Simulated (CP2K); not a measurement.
Runs of CP2K 2026.2 on Cu. Symmetry: Fm-3m, No. 225, cubic system. The conventional cell has a = 3.615 Å, b = 3.615 Å, c = 3.615 Å, α = 90.00°, β = 90.00°, γ = 90.00°. Around Cu (site symmetry m-3m) lie 12 Cu at 2.56 Å. 

```tsv
task	level	potentials or basis	smearing	EPS_DEFAULT	NGRIDS	basis sets	potentials	CUTOFF of the grids	gap on the mesh (eV)	pressure (GPa)
single point	RPBE	POTENTIAL_UZH Cu GTH-PBE-q11; TZVP-MOLOPT-PBE-GTH basis	gaussian 0.02 eV	1.0E-10	5	Cu TZVP-MOLOPT-PBE-GTH-q11	Cu GTH-PBE-q11 of POTENTIAL_UZH	450 Ry	none	7.2
band structure	PBE	POTENTIAL_UZH Cu GTH-PBE-q11; TZVP-MOLOPT-PBE-GTH basis	fermi-dirac 0.0259 eV	1.0E-9	5	Cu TZVP-MOLOPT-PBE-GTH-q11	Cu GTH-PBE-q11 of POTENTIAL_UZH	450 Ry	none	3.4
band structure	PBEsol	POTENTIAL_UZH Cu GTH-PBE-q11; TZVP-MOLOPT-PBE-GTH basis	fermi-dirac 0.05 eV	1.0E-10	4	Cu TZVP-MOLOPT-PBE-GTH-q11	Cu GTH-PBE-q11 of POTENTIAL_UZH	450 Ry	none	-4.8
band structure	LDA	GTH_POTENTIALS Cu GTH-PADE-q11; TZVP-MOLOPT-PBE-GTH basis	fermi-dirac 0.05 eV	1.0E-10	5	Cu TZVP-MOLOPT-PBE-GTH-q11	Cu GTH-PADE-q11 of GTH_POTENTIALS	450 Ry	none	-10.1
band structure	PBEsol	POTENTIAL_UZH Cu GTH-PBE-q11; TZVP-MOLOPT-PBE-GTH basis	fermi-dirac 0.1 eV	1.0E-9	4	Cu TZVP-MOLOPT-PBE-GTH-q11	Cu GTH-PBE-q11 of POTENTIAL_UZH	450 Ry	none	-4.8
single point	PBE	POTENTIAL_UZH Cu GTH-PBE-q11; TZVP-MOLOPT-PBE-GTH basis	gaussian 0.012 eV	1.0E-10	4	Cu TZVP-MOLOPT-PBE-GTH-q11	Cu GTH-PBE-q11 of POTENTIAL_UZH	450 Ry	none	3.4
band structure	r2SCAN	POTENTIAL_UZH Cu GTH-SCAN-q11; TZVP-MOLOPT-SCAN-GTH basis	fermi-dirac 0.05 eV	1.0E-10	5	Cu TZVP-MOLOPT-SCAN-GTH-q11	Cu GTH-SCAN-q11 of POTENTIAL_UZH	675 Ry	none	(a)
single point	LDA	GTH_POTENTIALS Cu GTH-PADE-q11; TZVP-MOLOPT-PBE-GTH basis	gaussian 0.02 eV	1.0E-10	5	Cu TZVP-MOLOPT-PBE-GTH-q11	Cu GTH-PADE-q11 of GTH_POTENTIALS	450 Ry	none	-10.1
```

Alike in all rows: no spin polarisation; cell as given; k mesh 13 × 13 × 13.

Task: Fill in the values left out.

Result: (a) -4.9.

Caveats: the basis of atomic orbitals isn't converged, which shifts pressures, moduli and gaps; the potentials were made for another functional, which shifts forces and pressure (some runs).

A k mesh can miss the band edges.

A gap of «none» marks a metal or a gap under the smearing width.

Not every run made on this cell is shown here.
